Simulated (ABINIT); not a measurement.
Crystal: PbSe (Clausthalite).

```
Pb Se
1.0
     0.00000    3.06065    3.06065
     3.06065    0.00000    3.06065
     3.06065    3.06065    0.00000
Pb Se
1 1
Direct
  0.00000 0.00000 0.00000
  0.50000 0.50000 0.50000
```

Base run:

| Property | Result |
| --- | --- |
| Program | ABINIT 10.8.3 (patched build) |
| Functional | BLYP |
| Potentials or basis | JTH PAW PBE v2.0 sp |
| Cutoff | 408 eV |
| k mesh | 8 × 8 × 8 |
| Occupations | fermi-dirac, width 0.05 eV |
| Spin | no spin polarisation |

Its results: band gap on the k mesh 0.42 eV, direct; pressure 6.0 GPa.

**Question.** After a change of settings the same cell gave: band gap on the k mesh 0.31 eV, direct; pressure 2.3 GPa. Which change was it?
A. functional from BLYP to WC
B. functional from BLYP to PW91
C. functional from BLYP to HCTH407
D. functional from BLYP to SCAN; cutoff from 408 eV to 490 eV; fine-grid cutoff from 816.342 eV to 979.61 eV

**Answer.** B.

PW91 binds more tightly than BLYP, so the same cell stands under less pressure.

Caveats: the PAW data sets were made with another functional, which shifts forces and pressure a little; spin-orbit coupling is left out, which as a rule narrows the gap of such compounds by several tenths of an eV; this set keeps more shells in the core, which shifts pressures and gaps.
